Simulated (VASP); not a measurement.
# Sb (R-3m) in VASP: dielectric tensor with PBE+D3(BJ)

Aim: the dielectric tensor of Sb with PBE+D3(BJ).

Everything below comes from runs of VASP 6.6.1. Logs are shortened: lines on timing, memory, paths and dates and some standing lists are left out, and cuts for length are marked.

## Step 1: The crystal as given

Symmetry: R-3m, No. 166, trigonal system. Conventional cell: a = 4.391 Å, b = 4.391 Å, c = 11.032 Å, α = 90.00°, β = 90.00°, γ = 120.00°. Sb (site symmetry 3m) has 3 Sb at 2.91 Å as nearest neighbours.

## Step 2: Dielectric tensor, PBE+D3(BJ)

Contents of INCAR:

```
  PREC = Accurate
  ENCUT = 520
  EDIFF = 1E-7
  ISMEAR = 0
  SIGMA = 0.02
  LREAL = F
  LASPH = T
  NELM = 100
  ALGO = Normal
  ISIF = 2
  LWAVE = F
  LCHARG = F
  GGA = PE
  IVDW = 12
  LEPSILON = T
```

Contents of KPOINTS:

```
Automatic mesh
0
Gamma
  3 3 3
```

Contents of POSCAR:

```
Sb                                      
1.0
    2.1953448279      1.2674829275      3.6774382507
   -2.1953448279      1.2674829275      3.6774382507
    0.0000000000     -2.5349658549      3.6774382507
  Sb            
     2
Direct
     0.2318011591601916    0.2318011591601916    0.2318011591601916
     0.7681988408398084    0.7681988408398084    0.7681988408398084
```

Potentials or basis: VASP PAW PBE potentials, release 64 (Sb).

Started as:

```
> cat potpaw_PBE.64/Sb/POTCAR > POTCAR
> mpirun -np 1 vasp_std > vasp.out
```

OUTCAR:

```text
PREC = Accurate
   ENCUT = 520
   EDIFF = 1E-7
   ISMEAR = 0
   LREAL = F
   LASPH = T
   NELM = 100
   ISIF = 2
   GGA = PE
   IVDW = 12
   LEPSILON = T
 IVDW          = 12

 ion  position               nearest neighbor table
   1  0.232  0.232  0.232-   2 2.91   2 2.91   2 2.91   2 3.38   2 3.38   2 3.38
   2  0.768  0.768  0.768-   1 2.91   1 2.91   1 2.91   1 3.38   1 3.38   1 3.38

  LATTYP: Found a trigonal (rhomboedric) cell.
 ALAT       =     4.4664979539
 COS(alpha) =     0.5168286127

  Lattice vectors:

 A1 = (   2.1953448279,   1.2674829275,   3.6774382507)
 A2 = (  -2.1953448279,   1.2674829275,   3.6774382507)
 A3 = (   0.0000000000,  -2.5349658549,   3.6774382507)

Analysis of symmetry for initial positions (statically):
=====================================================================
 Subroutine PRICEL returns:
 Original cell was already a primitive cell.

 Routine SETGRP: Setting up the symmetry group for a
 trigonal (rhombohedral) supercell.

 Subroutine GETGRP returns: Found 12 space group operations
 (whereof 12 operations were pure point group operations)
 out of a pool of 12 trial point group operations.

The static configuration has the point symmetry D_3d.

Analysis of symmetry for dynamics (positions and initial velocities):
=====================================================================
 Subroutine PRICEL returns:
 Original cell was already a primitive cell.

 Routine SETGRP: Setting up the symmetry group for a
 trigonal (rhombohedral) supercell.

 Subroutine GETGRP returns: Found 12 space group operations
 (whereof 12 operations were pure point group operations)
 out of a pool of 12 trial point group operations.

The dynamic configuration has the point symmetry D_3d.

 Subroutine INISYM returns: Found 12 space group operations
 (whereof 12 operations are pure point group operations),
 and found     1 'primitive' translations

----------------------------------------------------------------------------------------

                                     Primitive cell

  volume of cell :      61.3962

  direct lattice vectors                    reciprocal lattice vectors
     2.195344828  1.267482927  3.677438251     0.227754653  0.131494210  0.090642809
    -2.195344828  1.267482927  3.677438251    -0.227754653  0.131494210  0.090642809
[... 204 lines left out ...]

 POSITION                                       TOTAL-FORCE (eV/Angst)
 -----------------------------------------------------------------------------------
      0.00000      0.00000      2.55730         0.000000      0.000000      0.000688
      0.00000      0.00000      8.47501         0.000000     -0.000000     -0.000688
 -----------------------------------------------------------------------------------
    total drift:                                0.000000     -0.000000      0.000000

  FREE ENERGIE OF THE ION-ELECTRON SYSTEM (eV)
  ---------------------------------------------------
  free  energy   TOTEN  =        -9.3208921425 eV

  energy  without entropy=       -9.3208921425  energy(sigma->0) =       -9.32089214

 HEAD OF MICROSCOPIC STATIC DIELECTRIC TENSOR (INDEPENDENT PARTICLE, excluding Hartree and local field effects)
 ------------------------------------------------------
          15.239291     0.000000     0.000000
          -0.000000    15.239291     0.000000
           0.000000     0.000000    14.841973
 ------------------------------------------------------

 Free energy of the ion-electron system (eV)
  ---------------------------------------------------
  ---------------------------------------------------
  free energy    TOTEN  =        -2.42605278 eV

  energy without entropy =       -2.42605278

------------------------ aborting loop because EDIFF is reached ----------------------------------------

 Edisp (eV)   -0.92965

 E8    (eV) :    -0.4339
[... 7 lines left out ...]
 E8    (eV) :    -0.4339

--------------------------------------- Ionic step        3  -------------------------------------------

 Free energy of the ion-electron system (eV)
  ---------------------------------------------------
  ---------------------------------------------------
  free energy    TOTEN  =        -2.15095386 eV

  energy without entropy =       -2.15095386

------------------------ aborting loop because EDIFF is reached ----------------------------------------

 Edisp (eV)   -0.92965

 E8    (eV) :    -0.4339

 PIEZOELECTRIC TENSOR FIELD DIRECTION 3  (e Angst)
 -----------------------------------------------------------------------------
     0.00523  0.00000  0.00000           ( -0.00002  0.00000  0.00000)
     0.00000  0.00523  0.00000           (  0.00000 -0.00002  0.00000)
    -0.00000  0.00000  0.00238           ( -0.00000  0.00000  0.00006)

 PIEZOELECTRIC TENSOR FIELD DIRECTION 3  (C/m^2)
 -----------------------------------------------------------------------------
     0.00136  0.00000  0.00000
     0.00000  0.00136  0.00000
    -0.00000  0.00000  0.00062

 MACROSCOPIC STATIC DIELECTRIC TENSOR (including local field effects in DFT)
 ------------------------------------------------------
          14.310985    -0.000000     0.000000
          -0.000000    14.310985     0.000000
           0.000000     0.000000    13.030264
 ------------------------------------------------------

 PIEZOELECTRIC TENSOR (including local field effects)  for field in x, y, z        (e  Angst)
          XX          YY          ZZ          XY          YZ          ZX
  --------------------------------------------------------------------------------
  x     0.00000     0.00000     0.00000     0.00000     0.00000     0.00000
  y     0.00000     0.00000     0.00000     0.00000     0.00000     0.00000
  z     0.00000     0.00000     0.00000     0.00000     0.00000     0.00000

 PIEZOELECTRIC TENSOR (including local field effects)  for field in x, y, z        (C/m^2)
          XX          YY          ZZ          XY          YZ          ZX
  --------------------------------------------------------------------------------
  x     0.00000     0.00000     0.00000     0.00000     0.00000     0.00000
  y     0.00000     0.00000     0.00000     0.00000     0.00000     0.00000
  z     0.00000     0.00000     0.00000     0.00000     0.00000     0.00000

 BORN EFFECTIVE CHARGES (including local field effects) (in |e|, cummulative output)
 ---------------------------------------------------------------------------------
 ion    1
    1     0.00000     0.00000     0.00000
    2     0.00000     0.00000     0.00000
    3     0.00000     0.00000     0.00000
 ion    2
    1     0.00000     0.00000     0.00000
    2     0.00000     0.00000     0.00000
    3     0.00000     0.00000     0.00000
```

Run time: 49 s. Hardware: 1 thread of Intel Xeon Platinum 8488C (Sapphire Rapids), shared host; peak memory 0.22 GiB.

Results:

- Band gap on the k mesh: 1.42 eV, indirect (least direct gap 1.43 eV)
- Electronic dielectric tensor (diagonal): 14.31, 14.31, 13.03
- Born charges (mean of the diagonal): Sb +0.00 e
- Dispersion energy per atom: -0.465 eV

Electronic dielectric tensor:
```
14.31  0.00  0.00
 0.00 14.31  0.00
 0.00  0.00 13.03
```

Born effective charge tensors (e):
atom 1, Sb
```
0.00 0.00 0.00
0.00 0.00 0.00
0.00 0.00 0.00
```
atom 2, Sb
```
0.00 0.00 0.00
0.00 0.00 0.00
0.00 0.00 0.00
```

Caveat: the k mesh is coarse (spacing up to 0.58 Å⁻¹), so the values aren't converged; spin-orbit coupling is left out, which moves the levels of the heavy elements; an odd mesh through Γ misses points on the zone boundary, where band edges often lie.
